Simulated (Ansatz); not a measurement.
Runs of Ansatz 0.2.0 on Ge. The structure is cubic, space group Fd-3m (No. 227). The conventional cell has a = 5.658 Å, b = 5.658 Å, c = 5.658 Å, α = 90.00°, β = 90.00°, γ = 90.00°. Around Ge (site symmetry -43m) lie 4 Ge at 2.45 Å. 

```csv
task,level,cell,cutoff (eV),points for each segment of the path,gap on the mesh (eV),pressure (GPa),relaxed volume (Å³/atom)
band structure,B3LYP,as given,420,4,1.03,4.3,-
relaxation of cell and atoms,HSE03,relaxed,420,-,0.57,0.0,23.10
band structure,r2SCAN0,as given,500,4,(c),-0.7,-
band structure,HSE03,as given,420,4,0.71,(b),-
band structure,HSEsol,as given,420,4,0.80,-0.9,-
band structure,HF,as given,420,4,6.28,4.0,-
band structure,r2SCANh,as given,500,4,0.93,0.1,-
relaxation of cell and atoms,HF,relaxed,420,-,(a),0.0,23.65
```

Alike in all rows: potentials or basis Ansatz PAW; no spin polarisation; k mesh 4 × 4 × 4; smearing fermi-dirac 0.05 eV; the mesh is coarse, so values aren't converged.

Estimate the missing entries.

(a) 6.04; (b) 1.5; (c) 1.65.

Caveats: all runs use coarse meshes; the PAW data sets come from PBE, with cores solved anew for the run's functional, which leaves a small shift of forces and pressure; the thresholds are loose for stress (some runs); the plane-wave basis is chosen anew once the cell has moved, so the energies of steps on either side of that aren't comparable (some runs); the k mesh misses the band edges, so the gap on the mesh is wider than the one along the path (some runs).

A k mesh can miss the band edges, and the runs leave out spin-orbit coupling on Ge.
